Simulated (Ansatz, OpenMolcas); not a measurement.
**Heat of formation of CH4N2O (urea) from total energies**

CH4N2O has 8 atoms, charge 0, and is taken as a singlet. As SMILES, `NC(N)=O`. The coordinates come from a PBE0-D4/def2-TZVP relaxation. This is one conformer, not always the lowest.

Total energies at SVWN5/def2-SVPD (OpenMolcas 26.06); the atoms run unrestricted:

```
species    state  energy (Eh)
 CH4N2O  singlet  -223.356183
      N  quartet   -54.067633
      C  triplet   -37.422791
      O  triplet   -74.439088
      H  doublet    -0.477468
```

Harmonic wavenumbers at PBE0-D4/def2-TZVP, in cm⁻¹: 374, 439, 475, 539, 544, 582, 792, 973, 1049, 1180, 1434, 1629, 1633, 1825, 3604, 3609, 3723, 3723.

Measured heats of formation of the gaseous atoms at 298.15 K, in kJ/mol: N 472.4, C 716.9, O 249.2, H 218.0. Spin-orbit lowering of the atoms at 298 K (mean of the ground term's levels less their thermal mean, from spectra), in kJ/mol: C 0.02, O 0.40. Take 1 Eh = 2625.50 kJ/mol, 1 cm⁻¹ = 0.0119627 kJ/mol, RT = 2.479 kJ/mol.

Q: Work out the heat of formation of the gas at 298 K.

A: 
1. Electronic atomisation energy: 2 × (-54.067633) + (-37.422791) + (-74.439088) + 4 × (-0.477468) − (-223.356183) = 1.449166 Eh = 3804.8 kJ/mol.
2. Zero-point energy: half the sum of the wavenumbers, 14063.5 cm⁻¹ = 168.2 kJ/mol.
3. Thermal vibrational enthalpy, Σ hcν̃/(exp(hcν̃/kT) − 1): 4.2 kJ/mol. Translation, rotation and pV of a non-linear molecule: 4 RT = 9.9 kJ/mol.
4. The 8 free atoms carry 5/2 RT each: 49.6 kJ/mol.
5. Spin-orbit coupling lowers the free atoms by 0.02 + 0.40 = 0.4 kJ/mol.
6. Atomisation enthalpy at 298 K: 3804.8 − 0.4 − 168.2 − 4.2 − 9.9 + 49.6 = 3671.7 kJ/mol.
7. Sum of the atoms' heats of formation: 2782.9 kJ/mol. Heat of formation: 2782.9 − 3671.7 = -888.8 kJ/mol.

The tabulated value is -245.8 kJ/mol (CRC Handbook of Chemistry and Physics; in doubt: it may be an older value or an estimate), so this level is off by -643.0 kJ/mol, or 21.2 % of the atomisation enthalpy that the table implies (3028.8 kJ/mol). The LDA overbinds, which puts heats of formation too low. Anharmonicity and any spin-orbit splitting of the molecule are left out.
